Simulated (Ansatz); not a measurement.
Consider SrO in the rock salt structure (space group Fm-3m, No. 225).

```xyz
2
Lattice="0.0000 2.5975 2.5975 2.5975 0.0000 2.5975 2.5975 2.5975 0.0000" Properties=species:S:1:pos:R:3 pbc="T T T"
Sr     2.5975     2.5975     2.5975
O      0.0000     0.0000     0.0000
```

Computed with plane-wave PAW DFT at the PBE level (Ansatz, a program for electronic structure, 420 eV), spin-orbit coupling left out.

Now apply this change: full substitution O → Te; the structure is relaxed again.

Measured lattice parameter a: SrO 5.16 Å (room temperature; as listed in Juan A. Santana et al., The Journal of Chemical Physics (2016)); SrTe 6.659 Å (temperature not stated; as listed in S. C. Rakesh Roshan et al., ACS Applied Energy Materials (2021)).

Problem. How well does PBE reproduce the measured shift?

Solution. With PBE the lattice parameter a moves by +1.524 Å (5.195 → 6.718) against +1.499 Å measured.

No phonon test of stability was made.
